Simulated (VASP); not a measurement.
Input for VASP

### POSCAR
```
BaSnO3
1.0
  4.1446870019   0.0000000000   0.0000000000
  0.0000000000   4.1446870019   0.0000000000
  0.0000000000   0.0000000000   4.1446870019
Ba Sn O
1 1 3
Cartesian
  0.0000000000   0.0000000000   0.0000000000
  2.0723435010   2.0723435010   2.0723435010
  2.0723435010   0.0000000000   2.0723435010
  0.0000000000   2.0723435010   2.0723435010
  2.0723435010   2.0723435010   0.0000000000
```

**INCAR**
```
ALGO=Normal
EDIFF=1E-7
ENCUT=520
ISIF=2
ISMEAR=0
LASPH=T
LCHARG=F
LMAXMIX=4
LMIXTAU=T
LREAL=F
LWAVE=F
METAGGA=R2SCAN
NELM=100
PREC=Accurate
SIGMA=0.05
SYSTEM=BaSnO3
```

**KPOINTS**
```
Automatic mesh
0
Gamma
6 6 6
0 0 0
```

POTCAR, in this order: Ba_sv Sn_d O (PBE.64 set). Program: vasp_std.

Problem. Write an equivalent input for Ansatz.

Solution. One equivalent input (not run):
Ansatz 0.2 input:
```yaml
crystal:
  lattice:
    - [4.1446870, 0.0000000, 0.0000000]
    - [0.0000000, 4.1446870, 0.0000000]
    - [0.0000000, 0.0000000, 4.1446870]
  atoms:
    - { symbol: Ba, position: [0.0000000, 0.0000000, 0.0000000] }
    - { symbol: Sn, position: [0.5000000, 0.5000000, 0.5000000] }
    - { symbol: O, position: [0.5000000, 0.0000000, 0.5000000] }
    - { symbol: O, position: [0.0000000, 0.5000000, 0.5000000] }
    - { symbol: O, position: [0.5000000, 0.5000000, 0.0000000] }
kpoints:
  mp_grid: { grid: [6, 6, 6] }
hamiltonian:
  xc: r2scan
  pseudopotentials: { kind: paw }
scf:
  occupations: { method: gaussian, width: 0.05 }
  max_iter: 100
output: { forces: true, stress: true, eigenvalues: true }
```
Limits of the translation: each code has its own PAW files, so the cut-off isn't converted (ENCUT is set for VASP's; basis.ecutwfc is left out, and Ansatz then takes the one that its files recommend); Ansatz stops its SCF on the density residual and VASP on the energy change (EDIFF).

The compound is BaSnO3 in the cubic perovskite structure. It was relaxed first.
